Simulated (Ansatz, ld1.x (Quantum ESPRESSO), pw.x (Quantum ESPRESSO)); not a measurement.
What a changed setting does to a pw.x run (fcc Os)

Potential: norm-conserving Troullier–Martins (Kleinman–Bylander form), ld1.x (Quantum ESPRESSO) 7.5, PBE; core [Xe] 4f14, reference 5d6 6s1.75 6p0; waves: 6p (bound, empty): rc 2.56 bohr; 5d (bound): rc 1.50 bohr; 5f channel at 0.45 Ry: rc 2.05 bohr; 6s (bound): rc 2.45 bohr; local part: the s channel; core correction: a·sin(br)/r model core inside 1.20 bohr.

The reference run (k-mesh 15³, cutoffs 85/340 Ry, Fermi–Dirac 0.01 Ry, mixing_beta 0.4, conv_thr 1e-9, no spin) gives 2.60 GPa at 14.323 Å³/atom, where all-electron LAPW gives 0.41 GPa. This run, with its own iteration cap, changes nbnd to 7.

```
&control
  calculation='scf', prefix='x', pseudo_dir='./', outdir='./tmp', tstress=.true., disk_io='none'
/
&system
  ibrav=0, nat=1, ntyp=1, ecutwfc=85, ecutrho=340, nbnd=7,
  occupations='smearing', smearing='fd', degauss=0.01
/
&electrons
  conv_thr=1e-09, mixing_beta=0.4, electron_maxstep=50
/
ATOMIC_SPECIES
Os 1.0 Os.UPF
CELL_PARAMETERS angstrom
  0.00000000 1.92753083 1.92753083
  1.92753083 0.00000000 1.92753083
  1.92753083 1.92753083 0.00000000
ATOMIC_POSITIONS crystal
Os 0.0000 0.0000 0.0000
K_POINTS automatic
15 15 15 0 0 0
```

```bash
pw.x < Os.scf.in > Os.scf.out
```

Question: How does the run end?

Answer: It converges in 8 iterations; the free energy moves by +0.0 meV/atom and the pressure by +0.00 GPa. The result is that of the reference run.

```
Message from routine setup:
     using ibrav=0 with symmetry is DISCOURAGED, use correct ibrav instead
     lattice parameter (alat)  =       5.1513  a.u.
     unit-cell volume          =      96.6564 (a.u.)^3
     number of electrons       =         8.00
     number of Kohn-Sham states=            7
     kinetic-energy cutoff     =      85.0000  Ry
     charge density cutoff     =     340.0000  Ry
     scf convergence threshold =      1.0E-09
     Exchange-correlation= PBE
     number of k points=   120  Fermi-Dirac smearing, width (Ry)=  0.0100
     iteration #  1     ecut=    85.00 Ry     beta= 0.40
     total energy              =     -49.73445187 Ry
     estimated scf accuracy    <       0.06792353 Ry
     iteration #  2     ecut=    85.00 Ry     beta= 0.40
     total energy              =     -49.73413891 Ry
     estimated scf accuracy    <       0.00901680 Ry
     iteration #  3     ecut=    85.00 Ry     beta= 0.40
     total energy              =     -49.73663341 Ry
     estimated scf accuracy    <       0.00013584 Ry
     [... 2 iterations left out ...]
     iteration #  6     ecut=    85.00 Ry     beta= 0.40
     total energy              =     -49.73667559 Ry
     estimated scf accuracy    <          7.8E-09 Ry
     iteration #  7     ecut=    85.00 Ry     beta= 0.40
     total energy              =     -49.73667560 Ry
     estimated scf accuracy    <          1.0E-09 Ry
     iteration #  8     ecut=    85.00 Ry     beta= 0.40
     the Fermi energy is    18.6542 ev
!    total energy              =     -49.73667560 Ry
     estimated scf accuracy    <          8.6E-10 Ry
     smearing contrib. (-TS)   =      -0.00322465 Ry
     The total energy is F=E-TS. E is the sum of the following terms:
     one-electron contribution =      17.17960195 Ry
     hartree contribution      =       0.97817189 Ry
     xc contribution           =     -27.61246837 Ry
     ewald contribution        =     -40.27875642 Ry
     convergence has been achieved in   8 iterations
          total   stress  (Ry/bohr**3)                   (kbar)     P=       26.03
     Message from routine punch:
     Nothing written, as per user request (disk_io='none')
```

The run took about 11 s on one core of a shared host (Neoverse-V2, 96 threads, 742 GiB, load 68).
